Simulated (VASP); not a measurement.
# NaCl (Pm-3m) in VASP: notebook

The runs below take NaCl through relaxation of cell and atoms, with PBEsol.

Program: VASP 6.6.1. These are calculated values, not measurements. Logs are shortened: lines on timing, memory, paths and dates and some standing lists are left out, and cuts for length are marked.

## 1. Starting point

It takes space group Pm-3m (No. 221, cubic). Conventional cell: a = 3.000 Å, b = 3.000 Å, c = 3.000 Å, α = 90.00°, β = 90.00°, γ = 90.00°. Na (site symmetry m-3m) is surrounded by 8 Cl at 2.60 Å. Around Cl (site symmetry m-3m) lie 8 Na at 2.60 Å.

Measurements of this composition are mostly on another form, of space group No. 225.

## 2. Relaxation of cell and atoms, PBEsol, target pressure 32 GPa, at which the enthalpy is minimised

INCAR reads:

```
PREC     = Accurate       # precision mode
ENCUT    = 600            # plane-wave cutoff, eV
EDIFF    = 1E-6           # SCF threshold, eV
ISMEAR   = 0              # smearing method
SIGMA    = 0.01           # smearing width, eV
LREAL    = F              # projectors in reciprocal space
LASPH    = T              # aspherical terms in the spheres
NELM     = 60             # most SCF steps
ALGO     = Normal         # electronic algorithm
ISIF     = 3              # what is computed and relaxed
LWAVE    = F              # write WAVECAR
LCHARG   = F              # write CHGCAR
GGA      = PS             # functional
IBRION   = 2              # ionic algorithm
NSW      = 80             # ionic steps
EDIFFG   = -0.002         # ionic threshold
PSTRESS  = 320.0
```

KPOINTS reads:

```
Automatic mesh
0
Gamma
  8 8 8
```

POSCAR reads:

```
NaCl
1.0
    3.0001827703      0.0000000000      0.0000000000
    0.0000000000      3.0001827703      0.0000000000
    0.0000000000      0.0000000000      3.0001827703
Na Cl
1 1
Direct
    0.0000000000      0.0000000000      0.0000000000
    0.5000000000      0.5000000000      0.5000000000
```

Potentials or basis: VASP PAW PBE potentials, release 64 (Na_pv, Cl).

The run is started by

```console
$ cat potpaw_PBE.64/Na_pv/POTCAR potpaw_PBE.64/Cl/POTCAR > POTCAR
$ mpirun -np 1 vasp_std > vasp.out
```

OUTCAR:

```text
PREC = Accurate
   ENCUT = 600
   EDIFF = 1E-6
   ISMEAR = 0
   LREAL = F
   LASPH = T
   NELM = 60
   ISIF = 3
   GGA = PS
   IBRION = 2
   NSW = 80
   EDIFFG = -0.002
   PSTRESS = 320.0

 ion  position               nearest neighbor table
   1  0.000  0.000  0.000-   2 2.60   2 2.60   2 2.60   2 2.60   2 2.60   2 2.60   2 2.60   2 2.60

   2  0.500  0.500  0.500-   1 2.60   1 2.60   1 2.60   1 2.60   1 2.60   1 2.60   1 2.60   1 2.60

  LATTYP: Found a simple cubic cell.
 ALAT       =     3.0001827703

  Lattice vectors:

 A1 = (   3.0001827703,   0.0000000000,   0.0000000000)
 A2 = (   0.0000000000,   3.0001827703,   0.0000000000)
 A3 = (   0.0000000000,   0.0000000000,   3.0001827703)

Analysis of symmetry for initial positions (statically):
=====================================================================
 Subroutine PRICEL returns:
 Original cell was already a primitive cell.

 Routine SETGRP: Setting up the symmetry group for a
 simple cubic supercell.

 Subroutine GETGRP returns: Found 48 space group operations
 (whereof 48 operations were pure point group operations)
 out of a pool of 48 trial point group operations.

The static configuration has the point symmetry O_h .

Analysis of symmetry for dynamics (positions and initial velocities):
=====================================================================
 Subroutine PRICEL returns:
 Original cell was already a primitive cell.

 Routine SETGRP: Setting up the symmetry group for a
 simple cubic supercell.

 Subroutine GETGRP returns: Found 48 space group operations
 (whereof 48 operations were pure point group operations)
 out of a pool of 48 trial point group operations.

The dynamic configuration has the point symmetry O_h .

 Subroutine INISYM returns: Found 48 space group operations
 (whereof 48 operations are pure point group operations),
 and found     1 'primitive' translations

----------------------------------------------------------------------------------------

                                     Primitive cell

  volume of cell :      27.0049

  direct lattice vectors                    reciprocal lattice vectors
     3.000182770  0.000000000  0.000000000     0.333313027  0.000000000  0.000000000
     0.000000000  3.000182770  0.000000000     0.000000000  0.333313027  0.000000000
     0.000000000  0.000000000  3.000182770     0.000000000  0.000000000  0.333313027

  length of vectors
     3.000182770  3.000182770  3.000182770     0.333313027  0.333313027  0.333313027

  position of ions in fractional coordinates (direct lattice)
     0.000000000  0.000000000  0.000000000
     0.500000000  0.500000000  0.500000000

  ion indices of the primitive-cell ions
   primitive index   ion index
                 1           1
                 2           2

----------------------------------------------------------------------------------------

 KPOINTS: Automatic mesh

Automatic generation of k-mesh.
 Grid dimensions read from file:
 generate k-points for:    8    8    8

 Generating k-lattice:

  Cartesian coordinates                     Fractional coordinates (reciprocal lattice)
     0.041664128  0.000000000  0.000000000     0.125000000  0.000000000  0.000000000
     0.000000000  0.041664128  0.000000000     0.000000000  0.125000000  0.000000000
     0.000000000  0.000000000  0.041664128     0.000000000  0.000000000  0.125000000

  Length of vectors
     0.041664128  0.041664128  0.041664128

  Shift w.r.t. Gamma in fractional coordinates (k-lattice)
     0.000000000  0.000000000  0.000000000

 Subroutine IBZKPT returns following result:
 ===========================================

 Found     35 irreducible k-points:

 Following reciprocal coordinates:
            Coordinates               Weight
  0.000000  0.000000  0.000000      1.000000
  0.125000  0.000000  0.000000      6.000000
  0.250000  0.000000  0.000000      6.000000
  0.375000  0.000000  0.000000      6.000000
  0.500000  0.000000  0.000000      3.000000
  0.125000  0.125000  0.000000     12.000000
[... 16 lines left out ...]
  0.375000  0.375000  0.125000     24.000000
  0.500000  0.375000  0.125000     24.000000
 [... further k-points ...]
   k-points           NKPTS =     35   k-points in BZ     NKDIM =     35   number of bands    NBANDS=     11
   number of dos      NEDOS =    301   number of ions     NIONS =      2
   total plane-waves  NPLWV =  13824
   dimension x,y,z NGX =    24 NGY =   24 NGZ =   24
   dimension x,y,z NGXF=    48 NGYF=   48 NGZF=   48
   ions per type =               1   1
   NGX,Y,Z   is equivalent  to a cutoff of  13.30, 13.30, 13.30 a.u.
   NGXF,Y,Z  is equivalent  to a cutoff of  26.60, 26.60, 26.60 a.u.
 SYSTEM =  unknown system
   PREC   = accura    normal or accurate (medium, high low for compatibility)
   ISTART =      0    job   : 0-new  1-cont  2-samecut
   ICHARG =      2    charge: 1-file 2-atom 10-const
   ISPIN  =      1    spin polarized calculation?
   LNONCOLLINEAR =      F non collinear calculations
   LSORBIT =      F    spin-orbit coupling
   LASPH  =      T    aspherical Exc in radial PAW
   ENCUT  =  600.0 eV  44.10 Ry    6.64 a.u.   5.99  5.99  5.99*2*pi/ulx,y,z
   NELM   =     60;   NELMIN=  2; NELMDL= -5     # of ELM steps
   EDIFF  = 0.1E-05   stopping-criterion for ELM
   LREAL  =      F    real-space projection
   EDIFFG = -.2E-02   stopping-criterion for IOM
   NSW    =     80    number of steps for IOM
   IBRION =      2    ionic relax: 0-MD 1-quasi-New 2-CG
   NFREE  =      1    steps in history (QN), initial steepest desc. (CG)
   ISIF   =      3    stress and relaxation
   ISYM   =      2    0-nonsym 1-usesym 2-fastsym
   POTIM  = 0.5000    time-step for ionic-motion
   TEBEG  =    0.0;   TEEND  =   0.0 temperature during run
   PSTRESS=  320.0 pullay stress
   NELECT =      14.0000    total number of electrons
   NUPDOWN=      -1.0000    fix difference up-down
   EMIN   =  10.00;   EMAX   =-10.00  energy-range for DOS
   EFERMI =   0.00;   METHOD = LEGACY
   ISMEAR =     0;   SIGMA  =   0.01  broadening in eV -4-tet -1-fermi 0-gaus
   EFERMI_NEDOS =   21; number of points for ismear=-14 and -15
   IALGO  =     38    algorithm
   IMIX   =      4    mixing-type and parameters
     AMIX     =   0.40;   BMIX     =  1.00
     AMIX_MAG =   1.60;   BMIX_MAG =  1.00
  volume/ion in A,a.u.               =      13.50        91.12
  Fermi-wavevector in a.u.,A,eV,Ry     =   1.315133  2.485242 23.532307  1.729576
  Thomas-Fermi vector in A             =   2.445337
   LORBIT       =      0    0 simple, 1 ext, 2 COOP (PROOUT), +10 PAW based schemes
   GGA     = PS    functional components
   LHFCALC =     F    Hartree Fock is set to
   AEXX    =    0.0000 exact exchange contribution
   IVDW    =     0    specifies the selected vdW correction
   LEPSILON=     F    determine dielectric tensor
   LRPA    =     F    only Hartree local field effects (RPA)
 conjugate gradient relaxation of ions
 non-spin polarized calculation
 Gauss-broadening in eV      SIGMA  =   0.01
  energy-cutoff  :      600.00
  volume of cell :       27.00
 maximum number of plane-waves:       920
 NGX is ok and might be reduce to    24
   NGX = 11   NGY = 11   NGZ = 11

--------------------------------------- Ionic step        1  -------------------------------------------

 number of electron      13.9999982 magnetization

 Free energy of the ion-electron system (eV)
  ---------------------------------------------------
  ext. energy  EPLUGINS =         0.00000000
  ---------------------------------------------------
  free energy    TOTEN  =        -5.78671381 eV

  energy without entropy =       -5.78671381  energy(sigma->0) =       -5.78671381

------------------------ aborting loop because EDIFF is reached ----------------------------------------

  FORCE on cell =-STRESS in cart. coord.  units (eV):
  Direction    XX          YY          ZZ          XY          YZ          ZX
  --------------------------------------------------------------------------------------
  -------------------------------------------------------------------------------------
  Total        5.4005467      5.4005467      5.4005467     -0.0000000      0.0000000     -0.0000000
  in kB      320.4093413    320.4093413    320.4093413     -0.0000000      0.0000000     -0.0000000
  external PRESSURE =       0.4093413 kB  Pullay stress =     320.0000000 kB
[... 61 lines left out ...]
  enthalpy is  TOTEN    =        -0.3930644175 eV   P V=        5.3963405422

--------------------------------------- Ionic step        3  -------------------------------------------

 number of electron      13.9999982 magnetization

 Free energy of the ion-electron system (eV)
  ---------------------------------------------------
  ext. energy  EPLUGINS =         0.00000000
  ---------------------------------------------------
  free energy    TOTEN  =        -5.78797897 eV

  energy without entropy =       -5.78797897  energy(sigma->0) =       -5.78797897

 E-fermi :   4.8857     XC(G=0): -10.8066

 val. band max:        4.7935984114   @ k =   0.5000   0.5000   0.0000
 cond. band min:       9.5038112263   @ k =   0.5000   0.5000   0.0000
 fundamental gap:      4.7102128149
 Fermi energy:         4.8856829791

 k-point     1 :       0.0000    0.0000    0.0000
  band No.  band energies     occupation
      1     -17.3395      2.00000
      2     -17.3395      2.00000
      3     -17.3395      2.00000
      4     -11.0305      2.00000
      5       3.7554      2.00000
      6       3.7554      2.00000
      7       3.7554      2.00000
      8      10.8660      0.00000
      9      12.0113      0.00000
     10      12.0113      0.00000
     11      22.2280      0.00000
[... 309 lines left out ...]
 k-point    24 :       0.5000    0.3750    0.1250
  band No.  band energies     occupation
      1     -17.5134      2.00000
      2     -17.4736      2.00000
      3     -17.3261      2.00000
      4      -9.1825      2.00000
      5       0.1645      2.00000
      6       0.8361      2.00000
      7       3.9564      2.00000
      8      10.3516      0.00000
      9      15.3164      0.00000
     10      15.5776      0.00000
     11      16.6319      0.00000

 [... further k-points ...]
[... 5 lines left out ...]
  --------------------------------------------------------------------------------------
  -------------------------------------------------------------------------------------
  Total        5.3960194      5.3960194      5.3960194      0.0000000      0.0000000     -0.0000000
  in kB      320.0656495    320.0656495    320.0656495      0.0000000      0.0000000     -0.0000000
  external PRESSURE =       0.0656495 kB  Pullay stress =     320.0000000 kB
[... 17 lines left out ...]
  FREE ENERGIE OF THE ION-ELECTRON SYSTEM (eV)
  ---------------------------------------------------
  free  energy   TOTEN  =        -5.7879789690 eV

  energy  without entropy=       -5.7879789690  energy(sigma->0) =       -5.78797897

  enthalpy is  TOTEN    =        -0.3930663248 eV   P V=        5.3949126443

 reached required accuracy - stopping structural energy minimisation
```

Wall time 4.7 s (1 thread of Intel Xeon 6975P-C (Granite Rapids), shared host); peak memory 0.13 GiB.

What came out:

```yaml
Free_energy: -5.7880 eV
Relaxed_volume: 13.51 Å³/atom
Relaxed_cell: a = 3.000 Å, b = 3.000 Å, c = 3.000 Å, α = 90.00°, β = 90.00°, γ = 90.00°
Space_group_after_relaxing_to_0.05_Å: Pm-3m (No. 221)
Energy_change_on_relaxing_the_enthalpy_is_what_falls: -0.6 meV/atom
Ionic_steps: 3
Pressure_after_relaxing: 32.0 GPa
Band_gap_on_the_k_mesh: 4.71 eV, direct
```

The path:
| step | energy change (eV) | largest force (eV/Å) | pressure (GPa) | volume (Å³) |
| --- | --- | --- | --- | --- |
| 1 | 0.0000 | 0.0000 | 32.04 | 27.00 |
| 2 | -0.0027 | 0.0000 | 31.95 | 27.02 |
| 3 | -0.0013 | 0.0000 | 32.01 | 27.01 |

Final structure:
```yaml
crystal:
  lattice:
    - [3.00042, 0.00000, 0.00000]
    - [0.00000, 3.00042, 0.00000]
    - [0.00000, 0.00000, 3.00042]
  atoms:
    - { symbol: Na, position: [0.00000, 0.00000, 0.00000] }
    - { symbol: Cl, position: [0.50000, 0.50000, 0.50000] }
```

Levels at points of the mesh, in eV from the valence-band top:
```csv
k point,band 4,band 5,band 6,band 7,band 8,band 9,band 10,band 11
"(0.00, 0.00, 0.00)",-15.82,-1.04,-1.04,-1.04,6.07,7.22,7.22,17.43
"(0.50, 0.00, 0.00)",-14.62,-5.80,-0.61,-0.61,8.43,9.67,12.20,12.56
"(0.50, 0.50, 0.00)",-13.97,-4.49,-4.49,0.00,4.71,10.48,12.84,12.84
"(0.50, 0.50, 0.50)",-13.09,-3.90,-3.90,-3.90,6.49,6.49,6.49,15.55
```

Caveat: the cell is relaxed towards a set pressure, so the enthalpy falls and the energy may rise; the PAW data sets were made with another functional, which shifts forces and pressure a little.

## 3. Relaxation of cell and atoms, PBEsol, target pressure 32 GPa, at which the enthalpy is minimised

This run uses another cell than the first one, of 21.48 Å³/atom, 1.591 times its volume.

INCAR reads:

```
SYSTEM = NaCl
PREC = Accurate
ENCUT = 600
EDIFF = 1E-7
ISMEAR = 0
SIGMA = 0.1
LREAL = .False.
LASPH = .True.
NELM = 60
ALGO = Fast
ISIF = 3
LWAVE = .False.
LCHARG = .False.
GGA = PS
IBRION = 2
NSW = 80
EDIFFG = -0.05
PSTRESS = 320.0
```

KPOINTS reads:

```
Automatic mesh
0
Gamma
  6 6 6
  0 0 0
```

POSCAR reads:

```
NaCl
1.0
    3.5021900000      0.0000000000      0.0000000000
    0.0000000000      3.5021900000      0.0000000000
    0.0000000000      0.0000000000      3.5021900000
Na Cl
1 1
Direct
    0.0000000000      0.0000000000      0.0000000000
    0.5000000000      0.5000000000      0.5000000000
```

Potentials or basis: VASP PAW PBE potentials, release 64 (Na_pv, Cl).

The run is started by

```console
$ cat potpaw_PBE.64/Na_pv/POTCAR potpaw_PBE.64/Cl/POTCAR > POTCAR
$ mpirun -np 1 vasp_std > vasp.out
```

It took 17 s on 1 thread of Intel Xeon 6975P-C (Granite Rapids), shared host; peak memory 0.15 GiB.

Results (log left out):

```
Free energy                                            : -5.8087 eV
Relaxed volume                                         : 13.55 Å³/atom
Relaxed cell                                           : a = 3.004 Å, b = 3.004 Å, c = 3.004 Å, α = 90.00°, β = 90.00°, γ = 90.00°
Space group after relaxing (to 0.05 Å)                 : Pm-3m (No. 221)
Energy change on relaxing (the enthalpy is what falls) : +457.0 meV/atom
Ionic steps                                            : 4
Pressure after relaxing                                : 31.6 GPa
Band gap on the k mesh                                 : 4.72 eV, direct
```

The path:
| step | energy change (eV) | largest force (eV/Å) | pressure (GPa) | volume (Å³) |
| --- | --- | --- | --- | --- |
| 1 | 0.0000 | 0.0000 | -1.17 | 42.96 |
| 2 | 3.1695 | 0.0000 | 95.36 | 20.82 |
| 3 | 0.8562 | 0.0000 | 29.88 | 27.41 |
| 4 | 0.9141 | 0.0000 | 31.64 | 27.11 |

Final structure:
```yaml
crystal:
  lattice:
    - [3.00397, 0.00000, 0.00000]
    - [0.00000, 3.00397, 0.00000]
    - [0.00000, 0.00000, 3.00397]
  atoms:
    - { symbol: Na, position: [0.00000, 0.00000, 0.00000] }
    - { symbol: Cl, position: [0.50000, 0.50000, 0.50000] }
```

Levels at points of the mesh, in eV from the valence-band top:
| k point | band 4 | band 5 | band 6 | band 7 | band 8 | band 9 | band 10 | band 11 |
| --- | --- | --- | --- | --- | --- | --- | --- | --- |
| (0.00, 0.00, 0.00) | -15.80 | -1.03 | -1.03 | -1.03 | 6.05 | 7.23 | 7.23 | 17.45 |
| (0.50, 0.00, 0.00) | -14.60 | -5.77 | -0.61 | -0.61 | 8.41 | 9.68 | 12.16 | 12.56 |
| (0.50, 0.50, 0.00) | -13.96 | -4.47 | -4.47 | 0.00 | 4.72 | 10.47 | 12.84 | 12.84 |
| (0.50, 0.50, 0.50) | -13.09 | -3.88 | -3.88 | -3.88 | 6.49 | 6.49 | 6.49 | 15.52 |

Caveat: the cell is relaxed towards a set pressure, so the enthalpy falls and the energy may rise; the volume moved by over 15 % at a fixed basis, so the end points are rough; the PAW data sets were made with another functional, which shifts forces and pressure a little; the relaxation stopped at a loose force limit of 0.05 eV/Å, so its end isn't a converged minimum. PBEsol gaps usually lie below the measured ones, often by a third to a half.
